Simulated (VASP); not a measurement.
# Ge: molecular dynamics at constant energy

Ge, P6_3mc (no. 186), 16 atoms in the cell. PBE, molecular dynamics; PAW potentials Ge (PBE set).

Ensemble: NVE; Starting temperature (K): 1600.

## Input

INCAR:
```
GGA = PE
PREC = Normal
ENCUT = 200
EDIFF = 1E-6
NELMIN = 4
NELM = 60
ALGO = Fast
LREAL = Auto
LASPH = T
ISMEAR = -1
SIGMA = 0.069
ISYM = 0
LWAVE = F
LCHARG = F
IBRION = 0
NSW = 60
POTIM = 3.0
TEBEG = 1600
ISIF = 2
RANDOM_SEED = 703660 0 0
MDALGO = 1
ANDERSEN_PROB = 0.0
KPAR = 2
```

KPOINTS:
```
k-points
0
Monkhorst-Pack
  2 2 1
```

POSCAR:
```
Ge
1.0
    8.1008090742      0.0000000000      0.0000000000
   -4.0504045370      7.0155064494      0.0000000000
    0.0000000000      0.0000000000     10.9933590000
Ge
16
Direct
    0.3333333334      0.1666666666      0.4148480000
    0.3333333334      0.6666666666      0.4148480000
    0.8333333333      0.1666666666      0.4148480000
    0.8333333333      0.6666666666      0.4148480000
    0.1666666666      0.3333333334      0.9148480000
    0.1666666666      0.8333333333      0.9148480000
    0.6666666666      0.3333333334      0.9148480000
    0.6666666666      0.8333333333      0.9148480000
    0.0000000000      0.0000000000      0.4774520000
    0.0000000000      0.5000000000      0.4774520000
    0.5000000000      0.0000000000      0.4774520000
    0.5000000000      0.5000000000      0.4774520000
    0.0000000000      0.0000000000      0.9774520000
    0.0000000000      0.5000000000      0.9774520000
    0.5000000000      0.0000000000      0.9774520000
    0.5000000000      0.5000000000      0.9774520000
```

Commands:
```
cat potpaw_PBE.64/Ge/POTCAR > POTCAR
mpirun -np 2 vasp_std > vasp.out
```

## Result

- Rise of the mean potential energy above the start (meV/atom): 101.4
- Mean temperature (K): 766
- Electronic steps per ionic step after the first: 5.2

Course of the run:

| Time (fs) | Temperature (K) | Potential energy less the first (meV/atom) |
|---|---|---|
| 3 | 1600 | 0.0 |
| 18 | 1235 | 44.5 |
| 30 | 799 | 97.5 |
| 45 | 681 | 111.8 |
| 57 | 880 | 87.6 |
| 72 | 1098 | 61.1 |
| 84 | 1042 | 67.9 |
| 99 | 670 | 113.1 |
| 111 | 362 | 150.6 |
| 126 | 341 | 153.0 |
| 138 | 517 | 131.5 |
| 153 | 615 | 119.7 |
| 165 | 574 | 124.7 |
| 180 | 476 | 136.7 |

The mean temperature lies below the starting 1600 K, since the atoms start on their sites and part of their kinetic energy turns into potential energy.

REPORT:
```
MDALGO =   1
         ANDERSEN_PROB =  0.00000000
               SCALING =       0
                 CNEXP =     9.000   14.000
           RANDOM_SEED =            703660                0                0

   original number of atomic DOF:         45
   number of independent constraints:      0
   number of active DOF:                  45

========================================
         MD step No.       1
========================================

  Atomic velocities initialized by STEP_tb

  >Energies
                    E_tot             E_pot             E_kin               EPS                ES
   e_b>   -0.61367367E+02   -0.64469992E+02    0.31026249E+01    0.00000000E+00    0.00000000E+00

  >Temperature
               T_sim     T_inst
   tmprt>   1600.000   1600.189

  >Thermostat, num. of collisions:                0

           RANDOM_SEED =            703660              192                0

[... steps left out ...]

========================================
         MD step No.      60
========================================

  >Energies
                    E_tot             E_pot             E_kin               EPS                ES
   e_b>   -0.61360582E+02   -0.62283466E+02    0.92288370E+00    0.00000000E+00    0.00000000E+00

  >Temperature
               T_sim     T_inst
   tmprt>   1600.000    475.980

  >Thermostat, num. of collisions:                0

           RANDOM_SEED =            703660             5856                0
```

OSZICAR:
```
N       E                     dE             d eps       ncg     rms          rms(c)
DAV:   1     0.173120775512E+03    0.17312E+03   -0.12831E+04   492   0.557E+02
DAV:   2    -0.466881939753E+02   -0.21981E+03   -0.20992E+03   613   0.133E+02
DAV:   3    -0.648640163585E+02   -0.18176E+02   -0.17905E+02   584   0.421E+01
DAV:   4    -0.655182238841E+02   -0.65421E+00   -0.65095E+00   712   0.723E+00
DAV:   5    -0.655288785988E+02   -0.10655E-01   -0.10634E-01   600   0.101E+00    0.765E+00
RMM:   6    -0.648297161154E+02    0.69916E+00   -0.43317E-01   492   0.190E+00    0.464E+00
RMM:   7    -0.644323108708E+02    0.39741E+00   -0.13397E+00   498   0.344E+00    0.416E-01
RMM:   8    -0.644667607910E+02   -0.34450E-01   -0.10137E-01   514   0.101E+00    0.165E-01
RMM:   9    -0.644695834101E+02   -0.28226E-02   -0.28115E-02   558   0.463E-01    0.700E-02
RMM:  10    -0.644698951539E+02   -0.31174E-03   -0.27438E-03   532   0.179E-01    0.368E-02
RMM:  11    -0.644699628511E+02   -0.67697E-04   -0.76912E-04   516   0.917E-02    0.109E-02
RMM:  12    -0.644699862679E+02   -0.23417E-04   -0.24853E-04   601   0.424E-02    0.502E-03
[... left out ...]
     59 T=   495. E= -.61360660E+02 F= -.62320066E+02 E0= -.62287502E+02  EK= 0.95941E+00 SP= 0.00E+00 SK= 0.00E+00
[... last step whole ...]
       N       E                     dE             d eps       ncg     rms          rms(c)
DAV:   1    -0.622833444939E+02    0.36721E-01   -0.18886E-03   886   0.104E+00    0.562E-03
RMM:   2    -0.622834402189E+02   -0.95725E-04   -0.94261E-04   499   0.697E-02    0.221E-03
RMM:   3    -0.622834615478E+02   -0.21329E-04   -0.20716E-04   586   0.300E-02    0.195E-03
RMM:   4    -0.622834654193E+02   -0.38715E-05   -0.40211E-05   508   0.133E-02    0.143E-03
RMM:   5    -0.622834656147E+02   -0.19539E-06   -0.24035E-06   317   0.391E-03
     60 T=   476. E= -.61360582E+02 F= -.62283466E+02 E0= -.62249746E+02  EK= 0.92288E+00 SP= 0.00E+00 SK= 0.00E+00
```

Limits: 180 fs of 16 atoms are too short for converged averages.

VASP 6.6.1 took 826 s on 2 cores (Intel Xeon Platinum 8259CL @ 2.50GHz (Skylake/Cascade Lake)), a shared host.
